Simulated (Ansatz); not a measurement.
Ansatz input

```yaml
crystal:
  lattice:
    - [2.6777403484, 0.0, 0.0]
    - [0.0, 2.6777403484, 0.0]
    - [0.0, 0.0, 2.6777403484]
  atoms:
    - { symbol: Ti, position: [0.0, 0.0, 0.0] }
hamiltonian:
  xc: rpbe
  pseudopotentials:
    kind: paw
    azcp:
      Ti: "pseudopotentials/Ti.paw.azcp"
basis:
  ecutwfc: 420
  fft_grid_basis: typed
kpoints:
  mp_grid: { grid: [19, 19, 19], shift: [0, 0, 0] }
magnetization:
  spin_polarized: false
scf:
  occupations: { method: fermi_dirac, width: 0.1 }
```

Output

```
Engine: ansatz 0.2.0, aarch64-unknown-linux-gnu
Pseudopotentials: kind: paw
Pseudopotential: Ti, paw, valence charge 12, recommended cutoff 420 eV (normal) 
Functional definition: RPBE
  parameter kappa = 0.804
  parameter beta = 0.06672455060314922
  exchange = rpbe_x(kappa = kappa, mu = beta*pi^2/3)
  correlation = pbe_c(beta = beta)
Crystal: 1 atoms, lattice volume = 19.200 Å³
Basis set: ecut = 420 eV, 389 PW (Γ)
Bands: 10, of which v1, the nominal top of the filled ones, is band 6 counted from 1 (5 counted from 0)
Symmetry: 48 space group operations
Space group: Pm-3m (ITA 221), of the structure as read, at distance tolerance 2.7e-5 Å
k-points: 220 of 6859
Non-local potential: Ti, projectors of the file, l = 0: 3, l = 1: 2, l = 2: 3, l = 3: 1
PAW form: soft (Blöchl's): semilocal exchange-correlation on the pseudo side does not see the compensation charge
PAW frozen core: Ti, regenerated for the run's functional, and the local potential with it (the file was generated under x = pbe(κ = 0.804, μ = 0.2195149727645171), c = pbe(β = 0.06672455060314922))
PAW one-centre angular grid: Ti, 590 points (default); XC on 64 Gauss nodes
Initial density: superposition of atomic densities (neutral atoms: chi_scale 0, normalization atom), corrected by the library's trained network
Initial wavefunctions: pseudopotential atomic-orbital guess
Functional: x = rpbe, c = pbe(β = 0.06672455060314922)
SCF iter   1: F=—  HF=-2503.229429 eV  |F-HF|=—  |Δ(HF+E_count)|=         —  Δρ=6.21e-3  dr2=6.25e-3  ethr=1.77e-3  ⟨swp⟩=4.6  Hψ=12133  notcnv=0
SCF iter   2: F=—  HF=-2503.228303 eV  |F-HF|=—  |Δ(HF+E_count)|=   1.13e-3  Δρ=2.34e-3  dr2=6.96e-4  ethr=5.20e-5  ⟨swp⟩=2.0  Hψ=4541  notcnv=0
SCF iter   3: F=—  HF=-2503.228339 eV  |F-HF|=—  |Δ(HF+E_count)|=   3.56e-5  Δρ=5.87e-4  dr2=2.73e-5  ethr=5.80e-6  ⟨swp⟩=2.0  Hψ=2682  notcnv=0
SCF iter   4: F=—  HF=-2503.228355 eV  |F-HF|=—  |Δ(HF+E_count)|=   1.63e-5  Δρ=6.33e-5  dr2=6.25e-7  ethr=2.27e-7  ⟨swp⟩=2.0  Hψ=2712  notcnv=0
iter 5 did not close the SCF: its close was put off for the readings that it lacked (scf_convergence_deferred on its scf_iter line)
SCF iter   5: F=-2503.228355 eV  HF=-2503.228356 eV  |F-HF|=2.10e-8  |Δ(HF+E_count)|=   3.49e-7  Δρ=1.36e-5  dr2=2.94e-8  ethr=5.21e-9  ⟨swp⟩=2.9  Hψ=3565  notcnv=0
SCF iter   6: F=-2503.228355 eV  HF=-2503.228355 eV  |F-HF|=2.48e-10  |Δ(HF+E_count)|=   5.93e-9  Δρ=1.40e-6  dr2=3.37e-10  ethr=2.45e-10  ⟨swp⟩=1.0  Hψ=6242  notcnv=0
SCF 1 converged in 6 iterations: F = -2503.228355 eV  dr2 = 3.37e-10
SCF converged after 6 iterations
Free energy (F): -2503.228355 eV
Harris-Foulkes:  -2503.228355 eV  (|F-HF|=2.48e-10)
Internal energy: -2503.153770 eV  (E = F + TS)
E sigma→0 (E₀):  -2503.191063 eV
Entropy (-TS):   -0.074586 eV (-74.586 meV/atom)
Fermi energy:    11.802712 eV
--- Per-component energies (eV) ---
  E_band       = -173.857854
  E_kinetic    = 273.085684
  E_local      = -910.832011  (includes V_loc(G=0)·N_el)
  E_nonlocal   = 9.114114
  E_hartree    = 374.074264
  E_xc         = -97.072780
  E_vxc        = -121.114633  (∫ρ·V_xc dr)
  E_paw        = -1052.918675  (= ΣΔE_a)
  E_vpaw       = -172.258966  (= ΣTr[D̂ρ^β])
  E_aug_tail   = 0.000124  (compensation charges beyond the density's cutoff)
  E_ewald      = -1098.552220
  E_core_change = -0.052270  (= ΣΔE_core)
  E_smearing   = -0.074586  (= −TS)
  E_closure    = 0.000000  (closes the sum)
  Σ components = -2503.228355   (vs F -2503.228355, Δ=0.00e0)
```
